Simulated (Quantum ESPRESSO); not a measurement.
# Ti: zone-centre phonons under several settings

```
CELL_PARAMETERS angstrom
2.95000 0.00000 0.00000
-1.47500 2.55477 0.00000
0.00000 0.00000 4.68000
ATOMIC_POSITIONS crystal
Ti 0.66667 0.33333 0.75000
Ti 0.33333 0.66667 0.25000
```

All runs used Quantum ESPRESSO 7.5; potentials GBRV 1.5 LDA; k mesh 7 × 7 × 4; no spin polarisation; cutoff 612 eV; occupations cold, width 0.2 eV.

| level | geometry | volume (Å³/atom) | pressure (GPa) | lowest optical mode without the field (cm⁻¹) | highest optical mode without the field (cm⁻¹) |
| --- | --- | --- | --- | --- | --- |
| LDA | relaxed at -3 GPa | 16.52 | -3.0 | 95 | 205 |
| LDA | relaxed at 0 GPa | 16.12 | 0.0 | 90 | 220 |
| LDA | relaxed at 3 GPa | 15.76 | 3.0 | 84 | 232 |
| LDA | relaxed at 8 GPa | ? | 8.0 | ? | ? |
| LDA | relaxed at 15 GPa | 14.59 | 15.0 | 63 | 269 |

What stands in the row left open?

Volume 15.23 Å³/atom; lowest optical mode without the field 75 cm⁻¹; highest optical mode without the field 249 cm⁻¹.

Caveats: the mesh is thin for the phonons of a metal; the cell is more than 3 GPa from zero pressure, which shifts response properties (some runs); the volume moved by over 15 % at a fixed basis, so the end points are rough (some runs).

For the row left open. Caveat: the k mesh is coarse; the mesh is thin for the phonons of a metal; the cell is more than 3 GPa from zero pressure, which shifts response properties.
